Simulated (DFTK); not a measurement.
# AlN (P6_3mc) in DFTK: equation of state

How stiff is AlN in PBEsol, and what volume does it want? The cell is scaled to several volumes.

All numbers are computed with DFTK 0.8.2; they aren't measurements. Logs are shortened: lines on timing, memory, paths and dates and some standing lists are left out, and cuts for length are marked.

## (1) Starting point

Symmetry: P6_3mc, No. 186, hexagonal system. Conventional cell: a = 3.113 Å, b = 3.113 Å, c = 4.981 Å, α = 90.00°, β = 90.00°, γ = 120.00°. Around Al (site symmetry 3m) lie 4 N at 1.89 Å. N (site symmetry 3m) has 4 Al at 1.89 Å as nearest neighbours.

## (2) Equation of state, PBEsol

The input, run.jl:

```julia
using DFTK
using PseudoPotentialData
using Unitful, UnitfulAtomic
using LinearAlgebra, Printf
include("save.jl")
disable_threading()

# lattice vectors are the columns
lattice = austrip(1u"Å") * [         3.113        -1.5565            0.0;
                      0.0    2.695937082            0.0;
                      0.0            0.0          4.981]
symbols   = [:Al, :Al, :N, :N]
positions = [[0.6666666667, 0.3333333333, 0.5],
             [0.3333333333, 0.6666666667, 0.0],
             [0.6666666667, 0.3333333333, 0.88],
             [0.3333333333, 0.6666666667, 0.38]]
pseudopotentials = PseudoFamily("dojo.nc.sr.pbesol.v0_4_1.standard.upf")
elements = Dict(s => ElementPsp(s, pseudopotentials) for s in unique(symbols))
atoms    = [elements[s] for s in symbols]

build_model(lattice, positions; symmetries=true) =
    model_DFT(lattice, atoms, positions;
              functionals=PBEsol(),
              temperature=austrip(0.05u"eV"),
              smearing=Smearing.FermiDirac(),
              symmetries)
Ecut  = 42.0  # hartree
kgrid = [10, 10, 6]
tol   = 1e-6
to_GPa = ustrip(uconvert(u"GPa", 1u"hartree/bohr^3"))

results["points"] = []
for scale in [0.94, 0.96, 0.98, 1.0, 1.02, 1.04, 1.06]
    println("\n=== scale = ", scale)
    model = build_model(cbrt(scale) * lattice, positions)
    basis = PlaneWaveBasis(model; Ecut, kgrid)
    t0 = time()
    scfres = self_consistent_field(basis;
                                   tol,
                                   nbandsalg=AdaptiveBands(model; n_bands_converge=13))
    seconds = time() - t0
    @printf "SCF: %d iterations, %.1f s\n" scfres.n_iter seconds
    forces = compute_forces_cart(scfres)
    stress = compute_stresses_cart(scfres)
    @printf "V = %.5f Å^3  F = %.8f Ha  max force = %.5f eV/Å  p = %.4f GPa\n" ustrip(auconvert(u"Å^3", model.unit_cell_volume)) scfres.energies.total ustrip(auconvert(u"eV/Å", maximum(norm, forces))) (-tr(stress) / 3 * to_GPa)
    push!(results["points"], save_scf!(scfres; forces, stress, d=Dict{String,Any}("seconds" => seconds, "n_matvec" => get(scfres, :n_matvec, 0))))
end

# third-order Birch-Murnaghan fit in x = V^(-2/3)
V = [0.94, 0.96, 0.98, 1.0, 1.02, 1.04, 1.06] * abs(det(lattice))
E = [p["total"] for p in results["points"]]
x = V .^ (-2 / 3)
c = [x .^ 0 x x .^ 2 x .^ 3] \ E
Δ = c[3]^2 - 3c[2] * c[4]
if Δ > 0
    x0 = (-c[3] + sqrt(Δ)) / 3c[4]
    B0 = 4 / 9 * x0^(7 / 2) * (2c[3] + 6c[4] * x0)
    @printf "V0 = %.4f Å^3  B0 = %.2f GPa\n" ustrip(auconvert(u"Å^3", x0^(-3 / 2))) B0 * to_GPa
end
```

Potentials or basis: dojo.nc.sr.pbesol.v0_4_1.standard.upf (PBEsol).

Command:

```
$ julia --threads=1 run.jl  # save.jl only writes the numbers to a file and isn't shown; printed stress counts tension as positive; times include loading and compiling
```

The log of the run:

```text
=== scale = 0.94
n     Energy            log10(ΔE)   log10(Δρ)   Diag   Δtime
---   ---------------   ---------   ---------   ----   ------
  1   -25.29031400917                   -0.37    5.3    11.5s
  2   -25.43111950903       -0.85       -0.52    3.7    8.71s
  3   -25.52080658986       -1.05       -1.11    3.7    9.83s
  4   -25.52472872506       -2.41       -1.49    2.9    7.61s
  5   -25.52589178129       -2.93       -2.40    2.0    7.10s
  6   -25.52592200009       -4.52       -2.70    2.3    6.86s
  7   -25.52592486450       -5.54       -3.12    1.3    5.30s
  8   -25.52592530586       -6.36       -3.52    2.3    7.02s
  9   -25.52592540407       -7.01       -4.16    2.1    6.65s
 10   -25.52592540919       -8.29       -4.59    2.9    7.03s
[... 83 further cycles ...]
  6   -25.52676665530       -4.94       -2.87    2.2    9.01s
  7   -25.52676781896       -5.93       -3.21    1.1    6.14s
  8   -25.52676813534       -6.50       -3.83    2.4    7.95s
  9   -25.52676815794       -7.65       -4.36    2.7    9.23s
 10   -25.52676816009       -8.67       -5.03    2.6    7.97s
 11   -25.52676815979   +   -9.53       -4.67    3.3    9.88s
 12   -25.52676816014       -9.46       -5.19    2.0    7.71s
 13   -25.52676816017      -10.48       -5.86    2.1    8.15s
 14   -25.52676816017      -11.96       -5.93    2.3    7.75s
 15   -25.52676816017      -11.93       -6.74    1.1    6.61s
SCF: 15 iterations, 132.5 s
V = 44.31097 Å^3  F = -25.52676816 Ha  max force = 0.09103 eV/Å  p = -10.3766 GPa
V0 = 41.8308 Å^3  B0 = 201.49 GPa
```

Wall time 25 min (1 thread of Intel Xeon 6975P-C (Granite Rapids), shared host); peak memory 3 GiB.

Results:

```yaml
Equilibrium_volume: 10.46 Å³/atom
Bulk_modulus_at_fixed_shape_and_positions: 201 GPa
Pressure_derivative_of_the_bulk_modulus: 3.9
```

Energy against volume, from the lowest point:
```csv
volume (Å³/atom),energy (meV/atom)
9.824,26.77
10.033,11.62
10.242,2.90
10.451,0.00
10.660,2.38
10.869,9.54
11.078,21.03
```

Caveat: the cell was scaled at fixed shape and fractional positions, which overstates the stiffness of a crystal with free parameters, most of all of layers and chains.

## (3) Single point, PBEsol, 9.82 Å³/atom (volume scaled by 0.94)

run.jl is that of step 2.

Potentials or basis: dojo.nc.sr.pbesol.v0_4_1.standard.upf (PBEsol).

Command:

```
$ julia --threads=1 run.jl  # one pass of the loop, scale = 0.94; save.jl only writes the numbers to a file and isn't shown; printed stress counts tension as positive; times include loading and compiling
```

Run time: 1.9 min. Hardware: 1 thread of Intel Xeon 6975P-C (Granite Rapids), shared host.

Results (log left out):

| Quantity | Value |
| --- | --- |
| Free energy | -694.5958 eV |
| Pressure | 14.2 GPa |
| Largest force | 0.182 eV/Å |
| Band gap on the k mesh | 4.69 eV, direct |

## (4) Single point, PBEsol, 10.03 Å³/atom (volume scaled by 0.96)

run.jl is that of step 3.

Potentials or basis: dojo.nc.sr.pbesol.v0_4_1.standard.upf (PBEsol).

Command:

```
$ julia --threads=1 run.jl  # one pass of the loop, scale = 0.96; save.jl only writes the numbers to a file and isn't shown; printed stress counts tension as positive; times include loading and compiling
```

It took 2 min on 1 thread of Intel Xeon 6975P-C (Granite Rapids), shared host.

What came out:

```yaml
Free_energy: -694.6564 eV
Pressure: 9.1 GPa
Largest_force: 0.164 eV/Å
Band_gap_on_the_k_mesh: 4.50 eV, direct
```

## (5) Single point, PBEsol, 10.24 Å³/atom (volume scaled by 0.98)

run.jl is that of step 4.

Command:

```
$ julia --threads=1 run.jl  # one pass of the loop, scale = 0.98; save.jl only writes the numbers to a file and isn't shown; printed stress counts tension as positive; times include loading and compiling
```

It took 2.1 min on 1 thread of Intel Xeon 6975P-C (Granite Rapids), shared host.

Results (log left out):

```
Free energy            : -694.6913 eV
Pressure               : 4.4 GPa
Largest force          : 0.148 eV/Å
Band gap on the k mesh : 4.31 eV, direct
```

## (6) Single point, PBEsol, 10.45 Å³/atom

run.jl is that of step 5.

Potentials or basis: dojo.nc.sr.pbesol.v0_4_1.standard.upf (PBEsol).

Command:

```
$ julia --threads=1 run.jl  # one pass of the loop, scale = 1.0; save.jl only writes the numbers to a file and isn't shown; printed stress counts tension as positive; times include loading and compiling
```

Wall time 1.9 min (1 thread of Intel Xeon 6975P-C (Granite Rapids), shared host).

It converged, with:

```
Free energy            : -694.7029 eV
Pressure               : 0.1 GPa
Largest force          : 0.132 eV/Å
Band gap on the k mesh : 4.14 eV, direct
```

## (7) Single point, PBEsol, 10.66 Å³/atom (volume scaled by 1.02)

run.jl is that of step 6.

Command:

```
$ julia --threads=1 run.jl  # one pass of the loop, scale = 1.02; save.jl only writes the numbers to a file and isn't shown; printed stress counts tension as positive; times include loading and compiling
```

It took 1.9 min on 1 thread of Intel Xeon 6975P-C (Granite Rapids), shared host.

It converged, with:

```
Free energy            : -694.6934 eV
Pressure               : -3.7 GPa
Largest force          : 0.117 eV/Å
Band gap on the k mesh : 3.96 eV, direct
```

## (8) Single point, PBEsol, 10.87 Å³/atom (volume scaled by 1.04)

run.jl is that of step 7.

Command:

```
$ julia --threads=1 run.jl  # one pass of the loop, scale = 1.04; save.jl only writes the numbers to a file and isn't shown; printed stress counts tension as positive; times include loading and compiling
```

It took 2.2 min on 1 thread of Intel Xeon 6975P-C (Granite Rapids), shared host.

The run converged. Its results:

* Free energy: -694.6647 eV
* Pressure: -7.2 GPa
* Largest force: 0.104 eV/Å
* Band gap on the k mesh: 3.80 eV, direct

## (9) Single point, PBEsol, 11.08 Å³/atom (volume scaled by 1.06)

run.jl is that of step 8.

Potentials or basis: dojo.nc.sr.pbesol.v0_4_1.standard.upf (PBEsol).

Command:

```
$ julia --threads=1 run.jl  # one pass of the loop, scale = 1.06; save.jl only writes the numbers to a file and isn't shown; printed stress counts tension as positive; times include loading and compiling
```

Wall time 2.2 min (1 thread of Intel Xeon 6975P-C (Granite Rapids), shared host).

It converged, with:

```yaml
Free_energy: -694.6187 eV
Pressure: -10.4 GPa
Largest_force: 0.091 eV/Å
Band_gap_on_the_k_mesh: 3.64 eV, direct
```
